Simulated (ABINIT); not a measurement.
# ZnO (zincite) (P6_3mc) in ABINIT: a series of runs

The runs below take ZnO (zincite) through single point, with PBEsol, LDA.

Program: ABINIT 10.8.3 (patched build). These are calculated values, not measurements. Logs are shortened: lines on timing, memory, paths and dates and some standing lists are left out, and cuts for length are marked. The log counts tension as positive stress, the text compression.

**Experimental background.**

From “Electronic structure of alkaline earth and post-transition metal oxides”, 2009, arxiv:0908.1581, for a bulk crystal of ZnO: band gap 3.37 eV.

The runs below are set against these values where they give the same quantity.

## (1) The crystal as given

Symmetry: P6_3mc, No. 186, hexagonal system. Conventional cell: a = 3.249 Å, b = 3.249 Å, c = 5.206 Å, α = 90.00°, β = 90.00°, γ = 120.00°. Zn (site symmetry 3m) is surrounded by 4 O at 1.97 to 1.98 Å. Around O (site symmetry 3m) lie 4 Zn at 1.97 to 1.98 Å.

## (2) Single point, PBEsol

The input, run.abi:

```
# Pseudopotentials
pp_dirpath "./"
pseudos "Zn.GGA_PBE-JTH.xml, O.GGA_PBE-JTH.xml"

# Structure
acell 3.249308 3.249308 5.205709 Angstrom
rprim
     1.0000000000     0.0000000000     0.0000000000
    -0.5000000000     0.8660254038     0.0000000000
     0.0000000000     0.0000000000     1.0000000000
ntypat 2
znucl 30 8
natom 4
typat 1 1 2 2
xcart
     1.6246540002     0.9379944241     0.0000000000
    -0.0000000002     1.8759888486     2.6028545000
    -0.0000000002     1.8759888486     4.5758702681
     1.6246540002     0.9379944241     1.9730157681 Angstrom

# Plane-wave basis
ecut 18.0
pawecutdg 36.0

# k points
kptopt 1
ngkpt 7 7 4
nshiftk 1
shiftk 0.0 0.0 0.0

# Exchange and correlation
ixc -116133

# Bands and occupations
nband 22
occopt 3
tsmear 0.05 eV

# SCF cycle
nstep 100
tolvrs 1.0e-9

# Output
iomode 3
prtwf 0
prtden 0
prteig 0
prtebands 0
enunit 1
```

Potentials or basis: JTH PAW PBE v2.0.

Command:

```bash
$ abinit run.abi > log 2>&1
```

run.abo:

```text
.Version 10.8.3 of ABINIT
 Symmetries : space group P6_3 m c (#186); Bravais hP (primitive hexag.)
================================================================================
 Values of the parameters that define the memory need of the present run
     intxc =       0    ionmov =       0      iscf =      17    lmnmax =      18
     lnmax =       6     mgfft =      40  mpssoang =       3    mqgrid =    3001
     natom =       4  nloc_mem =       2    nspden =       1   nspinor =       1
    nsppol =       1      nsym =      12    n1xccc =       1    ntypat =       2
    occopt =       3   xclevel =       2
       mpw =        1181          nfft =       23040          nkpt =          24
 PAW method is used; the additional fine FFT grid is defined by:
   mgfftf=        54    nfftf =     69984
================================================================================
================================================================================

--------------------------------------------------------------------------------
------------- Echo of variables that govern the present computation ------------
--------------------------------------------------------------------------------
 -outvars: echo values of preprocessed input variables --------
            acell      6.1403022187E+00  6.1403022187E+00  9.8373643012E+00 Bohr
              amu      6.53900000E+01  1.59994000E+01
             ecut      1.80000000E+01 Hartree
           enunit           1
              ixc     -116133
         kptrlatt        7    0    0      0    7    0      0    0    4
          kptrlen      3.93494572E+01
            natom           4
            nband          22
            ngfft          24      24      40
          ngfftdg          36      36      54
             nkpt          24
            nstep         100
             nsym          12
           ntypat           2
           occopt           3
        pawecutdg      3.60000000E+01 Hartree
         pawxcdev           0
           prtden           0
        prtebands           0
           prteig           0
            prtwf           0
            rprim      1.0000000000E+00  0.0000000000E+00  0.0000000000E+00
                      -5.0000000000E-01  8.6602540380E-01  0.0000000000E+00
                       0.0000000000E+00  0.0000000000E+00  1.0000000000E+00
          spgroup         186
           tolvrs      1.00000000E-09
           tsmear      1.83746611E-03 Hartree
            typat      1  1  2  2
           useylm           1
           xangst      1.6246540000E+00  9.3799442422E-01  0.0000000000E+00
                       1.1573977552E-16  1.8759888485E+00  2.6028545000E+00
                       1.1573977552E-16  1.8759888485E+00  4.5758702681E+00
                       1.6246540000E+00  9.3799442422E-01  1.9730157681E+00
            xcart      3.0701511094E+00  1.7725525694E+00  0.0000000000E+00
                       2.1871647760E-16  3.5451051389E+00  4.9186821506E+00
                       2.1871647760E-16  3.5451051389E+00  8.6471415944E+00
                       3.0701511094E+00  1.7725525694E+00  3.7284594438E+00
             xred      6.6666666666E-01  3.3333333332E-01  0.0000000000E+00
                       3.3333333333E-01  6.6666666665E-01  5.0000000000E-01
                       3.3333333333E-01  6.6666666665E-01  8.7901000000E-01
                       6.6666666666E-01  3.3333333332E-01  3.7901000000E-01
            znucl       30.00000    8.00000

================================================================================

 chkinp: Checking input parameters for consistency.

================================================================================
== DATASET  1 ==================================================================

--- !DatasetInfo
iteration_state: {dtset: 1, }
dimensions: {natom: 4, nkpt: 24, mband: 22, nsppol: 1, nspinor: 1, nspden: 1, mpw: 1181, }
cutoff_energies: {ecut:  18.0, pawecutdg:  36.0, }
electrons: {nelect:   3.60000000E+01, charge:   0.00000000E+00, occopt:   3.00000000E+00, tsmear:   1.83746611E-03, }
meta: {optdriver: 0, ionmov: 0, optcell: 0, iscf: 17, paral_kgb: 0, }
...

 Real(R)+Recip(G) space primitive vectors, cartesian coordinates (Bohr,Bohr^-1):
 R(1)=  6.1403022  0.0000000  0.0000000  G(1)=  0.1628584  0.0940264  0.0000000
 R(2)= -3.0701511  5.3176577  0.0000000  G(2)=  0.0000000  0.1880527  0.0000000
 R(3)=  0.0000000  0.0000000  9.8373643  G(3)=  0.0000000  0.0000000  0.1016532
 Unit cell volume ucvol=  3.2120987E+02 bohr^3
 Angles (23,13,12)=  9.00000000E+01  9.00000000E+01  1.20000000E+02 degrees

 Coarse grid specifications (used for wave-functions):

 getcut: wavevector=  0.0000  0.0000  0.0000  ngfft=  24  24  40
         ecut(hartree)=     18.000   => boxcut(ratio)=   2.04654

 Fine grid specifications (used for densities):

[... 102 lines left out ...]
xred      :
- [  6.6667E-01,   3.3333E-01,   0.0000E+00, Zn]
- [  3.3333E-01,   6.6667E-01,   5.0000E-01, Zn]
- [  3.3333E-01,   6.6667E-01,   8.7901E-01,  O]
- [  6.6667E-01,   3.3333E-01,   3.7901E-01,  O]
cartesian_forces: # hartree/bohr
- [  8.77039966E-29,   5.06359260E-29,  -1.24285889E-03, ]
- [  8.77039966E-29,   5.06359260E-29,  -1.24285889E-03, ]
- [ -2.63111990E-28,  -1.51907778E-28,   1.24285889E-03, ]
- [  8.77039966E-29,   5.06359260E-29,   1.24285889E-03, ]
force_length_stats: {min:   1.24285889E-03, max:   1.24285889E-03, mean:   1.24285889E-03, }
...

 Integrated electronic density in atomic spheres:
 ------------------------------------------------
 Atom  Sphere_radius  Integrated_density
    1        2.30770         10.90249005
    2        2.30770         10.90249005
    3        1.41465          4.52934274
    4        1.41465          4.52934274

================================================================================

 ----iterations are completed or convergence reached----

 Mean square residual over all n,k,spin=   35.901E-13; max=  61.993E-12
 reduced coordinates (array xred) for    4 atoms
       0.666666666660      0.333333333321      0.000000000000
       0.333333333327      0.666666666654      0.500000000000
       0.333333333327      0.666666666654      0.879010000002
       0.666666666660      0.333333333321      0.379010000002
 rms dE/dt=  7.0608E-03; max dE/dt=  1.1948E-02; dE/dt below (all hartree)
    1       0.000000000000      0.000000000000      0.011947633269
    2       0.000000000000      0.000000000000      0.011947633269
    3       0.000000000000      0.000000000000     -0.012505278162
    4       0.000000000000      0.000000000000     -0.012505278162

 cartesian coordinates (angstrom) at end:
    1      1.62465400000000     0.93799442422157     0.00000000000000
    2      0.00000000000000     1.87598884847843     2.60285450000000
    3      0.00000000000000     1.87598884847843     4.57587026810000
    4      1.62465400000000     0.93799442422157     1.97301576810000

 cartesian forces (hartree/bohr) at end:
    1      0.00000000000000     0.00000000000000    -0.00124285889404
    2      0.00000000000000     0.00000000000000    -0.00124285889404
    3     -0.00000000000000    -0.00000000000000     0.00124285889404
    4      0.00000000000000     0.00000000000000     0.00124285889404
 frms,max,avg= 7.1756492E-04 1.2428589E-03   0.000E+00  0.000E+00  2.834E-05 h/b

 cartesian forces (eV/Angstrom) at end:
    1      0.00000000000000     0.00000000000000    -0.06391037395620
    2      0.00000000000000     0.00000000000000    -0.06391037395620
    3     -0.00000000000000    -0.00000000000000     0.06391037395620
    4      0.00000000000000     0.00000000000000     0.06391037395620
 frms,max,avg= 3.6898672E-02 6.3910374E-02   0.000E+00  0.000E+00  1.457E-03 e/A
 length scales=  6.140302218721  6.140302218721  9.837364301173 bohr
              =  3.249308000000  3.249308000000  5.205709000000 angstroms
 Fermi (or HOMO) energy (eV) =   6.33022   Average Vxc (eV)= -10.48732
 Eigenvalues (   eV  ) for nkpt=  24  k points:
 kpt#   1, nband= 22, wtk=  0.00510, kpt=  0.0000  0.0000  0.0000 (reduced coord)
 -12.07885  -11.32643    0.24745    0.24745    0.26246    0.28631    0.44378    0.44378
   1.43377    1.43377    1.65346    1.65346    1.92224    5.14432    5.14432    5.88925
   5.96371    5.96371    6.64005   11.05527   14.10036   18.67674
 prteigrs : prtvol=0 or 1, do not print more k-points.

--- !EnergyTerms
iteration_state     : {dtset: 1, }
comment             : Components of total free energy in Hartree
kinetic             :  2.83335854596692E+01
hartree             :  4.03007070040007E+01
xc                  : -9.25799294633377E+00
Ewald energy        : -1.08873348688043E+02
psp_core            :  2.87758457173554E+00
local_psp           : -1.48998912243993E+02
PAW spherical_terms :  3.47690489123285E+01
internal            : -1.60849327930635E+02
'-kT*entropy'       : -6.27502968625590E-07
total_energy        : -1.60849328558138E+02
total_energy_eV     : -4.37693320680220E+03
...

--- !EnergyTermsDC
iteration_state     : {dtset: 1, }
comment             : '"Double-counting" decomposition of free energy'
band_energy         :  7.30245394658300E-01
Ewald energy        : -1.08873348688043E+02
psp_core            :  2.87758457173554E+00
xc_dc               : -3.77483889484663E+01
PAW spherical_terms : -1.78354038091676E+01
internal            : -1.60849311479283E+02
'-kT*entropy'       : -6.27502968625590E-07
total_energy_dc     : -1.60849312106786E+02
total_energy_dc_eV  : -4.37693275913810E+03
...

--- !EnergyTermsWithPAWCore
iteration_state     : {dtset: 1, }
comment             : 'Components of total free energy, including PAW core contributions'
Total energy        : -3.73941132644536E+03
Total energy DC     : -3.73941130999401E+03
Total energy (eV)   : -1.01754565936501E+05
Total energy DC (eV): -1.01754565488837E+05
...

 Cartesian components of stress tensor (hartree/bohr^3)
  sigma(1 1)=  1.54224565E-04  sigma(3 2)=  0.00000000E+00
  sigma(2 2)=  1.54224565E-04  sigma(3 1)=  0.00000000E+00
  sigma(3 3)=  9.53505728E-05  sigma(2 1)=  0.00000000E+00

-Cartesian components of stress tensor (GPa)         [Pressure= -3.9601E+00 GPa]
- sigma(1 1)=  4.53744337E+00  sigma(3 2)=  0.00000000E+00
- sigma(2 2)=  4.53744336E+00  sigma(3 1)=  0.00000000E+00
- sigma(3 3)=  2.80531071E+00  sigma(2 1)=  0.00000000E+00

== END DATASET(S) ==============================================================
================================================================================

 -outvars: echo values of variables after computation  --------
            acell      6.1403022187E+00  6.1403022187E+00  9.8373643012E+00 Bohr
           etotal     -1.6084931211E+02
            fcart      8.7703996554E-29  5.0635926019E-29 -1.2428588940E-03
                       8.7703996554E-29  5.0635926019E-29 -1.2428588940E-03
                      -2.6311198966E-28 -1.5190777806E-28  1.2428588940E-03
                       8.7703996554E-29  5.0635926019E-29  1.2428588940E-03
            rprim      1.0000000000E+00  0.0000000000E+00  0.0000000000E+00
                      -5.0000000000E-01  8.6602540380E-01  0.0000000000E+00
                       0.0000000000E+00  0.0000000000E+00  1.0000000000E+00
           strten      1.5422456531E-04  1.5422456498E-04  9.5350572847E-05
                       0.0000000000E+00  0.0000000000E+00  0.0000000000E+00
           xangst      1.6246540000E+00  9.3799442422E-01  0.0000000000E+00
                       1.1573977552E-16  1.8759888485E+00  2.6028545000E+00
                       1.1573977552E-16  1.8759888485E+00  4.5758702681E+00
                       1.6246540000E+00  9.3799442422E-01  1.9730157681E+00
             xred      6.6666666666E-01  3.3333333332E-01  0.0000000000E+00
                       3.3333333333E-01  6.6666666665E-01  5.0000000000E-01
                       3.3333333333E-01  6.6666666665E-01  8.7901000000E-01
                       6.6666666666E-01  3.3333333332E-01  3.7901000000E-01
 Calculation completed.
```

Wall time 84 s (1 thread of Arm Neoverse V2, shared host); peak memory 0.11 GiB.

What came out:

```
Free energy                                           : -4376.9328 eV
Largest force                                         : 0.064 eV/Å
Band gap on the k mesh                                : 0.68 eV, direct
Valence electrons inside the program's atomic spheres : Zn 10.90; O 4.53
```

Forces in eV/Å, atoms in the order of the input:
```
Zn   0.000  0.000 -0.064
Zn   0.000  0.000 -0.064
O    0.000  0.000  0.064
O    0.000  0.000  0.064
```

Levels at points of the mesh, in eV from the valence-band top:
```
           k point  band 14  band 15  band 16  band 17  band 18  band 19  band 20  band 21  band 22
(0.00, 0.00, 0.00)    -0.82    -0.82    -0.07     0.00     0.00     0.68     5.09     8.14    12.71
(0.00, 0.00, 0.50)    -2.25    -0.41    -0.41    -0.41    -0.41     3.36     3.36     9.97     9.97
```

Caveat: the cutoff is too short for stress, so the log's stress isn't used; the PAW data sets were made with another functional, which shifts forces and pressure a little.

## (3) Single point, LDA

The input, run.abi:

```
pp_dirpath "./"
pseudos "Zn.upf, O.upf"

acell 3*1.0
rprim
     6.1403022146     0.0000000000     0.0000000000
    -3.0701511073     5.3176577047     0.0000000000
     0.0000000000     0.0000000000     9.8373642945
ntypat 2
znucl 30 8
natom 4
typat 1 1 2 2
xred
     0.6666666667     0.3333333333     0.0000000000
     0.3333333333     0.6666666667     0.5000000000
     0.3333333333     0.6666666667     0.8790100000
     0.6666666667     0.3333333333     0.3790100000

ecut 36.0

kptopt 1
ngkpt 7 7 4
nshiftk 1
shiftk 0.0 0.0 0.0

ixc 7

nband 32
occopt 3
tsmear 0.00183747

nstep 100
tolvrs 1.0e-10

iomode 3
prtwf 0
prtden 0
prteig 0
prtebands 0
```

Potentials or basis: PseudoDojo NC SR LDA v0.4.1 standard.

Command:

```bash
$ abinit run.abi > log 2>&1
```

run.abo:

```text
.Version 10.8.3 of ABINIT
 Symmetries : space group P6_3 m c (#186); Bravais hP (primitive hexag.)
================================================================================
 Values of the parameters that define the memory need of the present run
     intxc =       0    ionmov =       0      iscf =       7    lmnmax =       6
     lnmax =       6     mgfft =      54  mpssoang =       3    mqgrid =    3001
     natom =       4  nloc_mem =       1    nspden =       1   nspinor =       1
    nsppol =       1      nsym =      12    n1xccc =    2501    ntypat =       2
    occopt =       3   xclevel =       1
       mpw =        3333          nfft =       69984          nkpt =          24
================================================================================
================================================================================

--------------------------------------------------------------------------------
------------- Echo of variables that govern the present computation ------------
--------------------------------------------------------------------------------
 -outvars: echo values of preprocessed input variables --------
            acell      1.0000000000E+00  1.0000000000E+00  1.0000000000E+00 Bohr
              amu      6.53900000E+01  1.59994000E+01
             ecut      3.60000000E+01 Hartree
              ixc           7
         kptrlatt        7    0    0      0    7    0      0    0    4
          kptrlen      3.93494572E+01
            natom           4
            nband          32
[... 204 lines left out ...]
total_energy        : -4.50914946648643E+02
total_energy_eV     : -1.22700207773421E+04
band_energy         : -5.22801915032510E+01
...

 Cartesian components of stress tensor (hartree/bohr^3)
  sigma(1 1)=  4.00603243E-04  sigma(3 2)=  0.00000000E+00
  sigma(2 2)=  4.00603244E-04  sigma(3 1)=  0.00000000E+00
  sigma(3 3)=  3.43401174E-04  sigma(2 1)=  0.00000000E+00

-Cartesian components of stress tensor (GPa)         [Pressure= -1.1225E+01 GPa]
- sigma(1 1)=  1.17861543E+01  sigma(3 2)=  0.00000000E+00
- sigma(2 2)=  1.17861543E+01  sigma(3 1)=  0.00000000E+00
- sigma(3 3)=  1.01032113E+01  sigma(2 1)=  0.00000000E+00

== END DATASET(S) ==============================================================
================================================================================

 -outvars: echo values of variables after computation  --------
            acell      1.0000000000E+00  1.0000000000E+00  1.0000000000E+00 Bohr
           etotal     -4.5091494665E+02
            fcart      3.5081598645E-28  2.0254370422E-28 -1.0044676135E-03
                      -3.5081598645E-28 -2.0254370422E-28 -1.0044676135E-03
                      -0.0000000000E+00 -0.0000000000E+00  1.0044676135E-03
                      -0.0000000000E+00 -0.0000000000E+00  1.0044676135E-03
            rprim      6.1403022146E+00  0.0000000000E+00  0.0000000000E+00
                      -3.0701511073E+00  5.3176577047E+00  0.0000000000E+00
                       0.0000000000E+00  0.0000000000E+00  9.8373642945E+00
           strten      4.0060324312E-04  4.0060324384E-04  3.4340117350E-04
                       0.0000000000E+00  0.0000000000E+00  0.0000000000E+00
           xangst      1.6246539989E+00  9.3799442360E-01  0.0000000000E+00
                      -1.2714472962E-17  1.8759888472E+00  2.6028544982E+00
                      -1.2714472962E-17  1.8759888472E+00  4.5758702650E+00
                       1.6246539989E+00  9.3799442360E-01  1.9730157668E+00
             xred      6.6666666667E-01  3.3333333333E-01  0.0000000000E+00
                       3.3333333333E-01  6.6666666667E-01  5.0000000000E-01
                       3.3333333333E-01  6.6666666667E-01  8.7901000000E-01
                       6.6666666667E-01  3.3333333333E-01  3.7901000000E-01
 Calculation completed.
```

Run time: 1.8 min. Hardware: 1 thread of Arm Neoverse V1, shared host; peak memory 0.1 GiB.

What came out:

```
Free energy                                           : -12270.0208 eV
Largest force                                         : 0.052 eV/Å
Band gap on the k mesh                                : 0.79 eV, direct
Valence electrons inside the program's atomic spheres : Zn 18.17; O 6.21
```

Forces on the atoms (eV/Å):
```
Zn   0.000  0.000 -0.052
Zn   0.000  0.000 -0.052
O    0.000  0.000  0.052
O    0.000  0.000  0.052
```

Caveat: the cutoff is too short for stress, so the log's stress isn't used.

## (4) Against experiment

Step 2. A measured gap of ZnO is 3.37 eV (quoted in “Electronic structure of alkaline earth and post-transition metal oxides”, 2009, arxiv:0908.1581); the calculated 0.68 eV misses it by -2.69 eV. So large a miss can be the level of theory's own, or it may mean another phase, state or a wrong row. The value is that of PBEsol, without temperature or zero-point motion. Semilocal functionals fall short of measured gaps as a rule.

Step 3. A measured gap of ZnO is 3.37 eV (quoted in “Electronic structure of alkaline earth and post-transition metal oxides”, 2009, arxiv:0908.1581); the calculated 0.79 eV misses it by -2.58 eV. So large a miss can be the level of theory's own, or it may mean another phase, state or a wrong row. The value is that of LDA, without temperature or zero-point motion. Semilocal functionals fall short of measured gaps as a rule.
